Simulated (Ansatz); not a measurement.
**Pd under changes of volume**

One of the cells (14.750 Å³/atom); the others are scaled copies at fixed shape and fractional positions:

```
CELL_PARAMETERS angstrom
0.00000 1.94650 1.94650
1.94650 0.00000 1.94650
1.94650 1.94650 0.00000
ATOMIC_POSITIONS crystal
Pd 0.00000 0.00000 0.00000
```

```yaml
Program: Ansatz 0.2.0
Functional: PBE
Potentials_or_basis: all-electron LAPW, scalar-relativistic
Cutoff: 286 eV (chosen from the basis error)
Basis_error_allowed: 0.0005 eV/atom
k_mesh: 12 × 12 × 12
Occupations: fermi-dirac, width 0.05 eV
Spin: no spin polarisation
```

```tsv
volume (Å³/atom)	energy over the lowest point (meV/atom)	pressure (GPa)
13.865	86.46	21.8
14.160	51.98	16.1
14.455	27.19	11.2
14.750	10.91	6.8
15.045	?	?
15.340	0.00	-0.4
15.635	3.81	-3.4
```

Q: What does the run at 15.045 Å³/atom give?

A: Energy over the lowest point 2.13 meV/atom; pressure 3.0 GPa.

Worked out: A Birch-Murnaghan fit of order 3 (a polynomial in V^(-2/3)) to the other rows has its minimum at 15.29 Å³/atom with B0 = V·E''(V) = 169 GPa and B' = 5.4. It gives 2.13 meV/atom at 15.045 Å³/atom, against the run's 2.13, and -dE/dV = 2.9 GPa, against 3.0.

Energies are extrapolated to zero smearing.
